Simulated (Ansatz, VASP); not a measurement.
## One calculation of Sb, two programs

File INCAR:

```
  PREC = Accurate
  ENCUT = 520
  EDIFF = 1E-6
  ISMEAR = 0
  SIGMA = 0.15
  LREAL = F
  LASPH = T
  NELM = 60
  ALGO = Normal
  ISIF = 2
  LWAVE = F
  LCHARG = T
  GGA = PE
  IVDW = 12
  LELF = T
  LVHAR = T
  NBANDS = 8
```

KPOINTS

```
Automatic mesh
0
Gamma
  18 18 18
```

POSCAR

```
Sb
1.0
   -1.8713408863      1.5906397534      1.8713408863
    1.8713408863     -1.5906397534      1.8713408863
    1.8713408863      1.5906397534     -1.8713408863
Sb
1
Direct
    0.0000000000      0.0000000000      0.0000000000
```

Input for Ansatz:

```yaml
crystal:
  lattice:
    - [-1.8713408863, 1.5906397534, 1.8713408863]
    - [1.8713408863, -1.5906397534, 1.8713408863]
    - [1.8713408863, 1.5906397534, -1.8713408863]
  atoms:
    - { symbol: Sb, position: [0.0, 0.0, 0.0] }
basis:
  ecutwfc: 420
kpoints:
  mp_grid: { grid: [18, 18, 18] }
hamiltonian:
  xc: pbe
  dispersion: d3bj
scf:
  occupations: { method: gaussian, width: 0.15 }
output:
  forces: true
  stress: true
  eigenvalues: true
```

Change from the starting cell: strain -0.1500 x Voigt [0, 1, 0, 0, 0, 0], atoms carried along.

Alike in both runs: task single point; functional PBE; dispersion D3(BJ); k mesh 18 × 18 × 18; occupations gaussian, width 0.15 eV; no spin polarisation.

```csv
,VASP,Ansatz
version,VASP 6.6.1,Ansatz 0.2.0
potentials or method,"VASP PAW PBE potentials, release 64 (Sb)","scalar-relativistic, plane waves, PAW"
plane-wave cutoff (eV),520,420
valence electrons in the cell,5,15
```

VASP gave:

```
gap on the k mesh at the Fermi level (eV)       : none
pressure (GPa)                                  : 15.7
largest component of the traceless stress (GPa) : 3.88
```

What did Ansatz give for the same quantities?

gap on the k mesh at the Fermi level (eV): none; pressure (GPa): 15.7; largest component of the traceless stress (GPa): 3.84.

A gap of «none» marks a metal or a gap that the smearing closes. The two sets of potentials don't hold the same shells in valence.

Caveats: so large a pressure means that the cell lies far from this level's equilibrium, or that cutoff or potentials fall short (VASP); pairwise dispersion overbinds metals, which lowers pressure and volume. Spin-orbit coupling is left out, which matters for the levels of Sb.
